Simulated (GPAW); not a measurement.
NiO: single point with PBE+U

**Measured values to compare with.**

From “Local correlations, non-local screening, multiplets, and band formation in NiO”, 2012, arxiv:1210.6675, for a bulk crystal of NiO: band gap 4.3 eV.

The system is NiO.

```
Ni O
1.0
     0.00000    2.09131    2.09131
     2.09131    0.00000    2.09131
     2.09131    2.09131    0.00000
Ni O
1 1
Direct
  0.00000 0.00000 0.00000
  0.50000 0.50000 0.50000
```

```yaml
Program: GPAW 26.7.0
Task: single point
Functional: PBE
Potentials_or_basis: GPAW PAW data sets (gpaw-data 1.2.1)
Cutoff: 800 eV
Basis: pw
k_mesh: 8 × 8 × 8
Occupations: gaussian, width 0.05 eV
Spin: collinear spin, random start
Starting_moments: "[0.04, 0.0] μB"
Hubbard_terms: Ni d U = 8 eV
Maxiter: 150
```

```
Pressure               : -3.3 GPa
Band gap on the k mesh : none (metal or under the smearing width)
Net moment             : 0.00 μB per cell
```

Levels at points of the mesh, in eV from the Fermi level:
Spin up:
| k point | band 9 | band 10 | band 11 | band 12 | band 13 | band 14 |
| --- | --- | --- | --- | --- | --- | --- |
| (0.00, 0.00, 0.00) | -3.19 | -3.19 | -1.69 | -1.69 | 1.69 | 17.86 |
| (0.50, 0.50, 0.00) | -3.68 | -3.68 | -1.28 | -0.72 | 6.58 | 10.53 |
| (0.50, 0.50, 0.50) | -3.62 | -3.07 | 1.25 | 1.25 | 5.71 | 10.00 |
Spin down:
| k point | band 9 | band 10 | band 11 | band 12 | band 13 | band 14 |
| --- | --- | --- | --- | --- | --- | --- |
| (0.00, 0.00, 0.00) | -3.19 | -3.19 | -1.69 | -1.69 | 1.69 | 17.86 |
| (0.50, 0.50, 0.00) | -3.68 | -3.68 | -1.28 | -0.72 | 6.58 | 10.53 |
| (0.50, 0.50, 0.50) | -3.62 | -3.07 | 1.25 | 1.25 | 5.71 | 10.00 |

Wall time 33 s on 1 thread of Intel(R) Xeon(R) 6975P-C (Granite Rapids) (shared host), peak memory 0.17 GiB.

Measured gap of NiO: 4.3 eV (quoted in “Local correlations, non-local screening, multiplets, and band formation in NiO”, 2012, arxiv:1210.6675). This calculation gives 0.00 eV (-4.30 eV). So large a miss can be the level of theory's own, or it may mean another phase, state or a wrong row. The value is that of PBE+U on a finite k mesh, which can miss the band edges, without temperature or zero-point motion.

Caveat: the stock nickel data set gives pressures a few GPa off other programs; the run has no moments, though such compounds are often magnetic; a magnetic state may lie lower. The state reached can hang on the start; a lower one may exist.
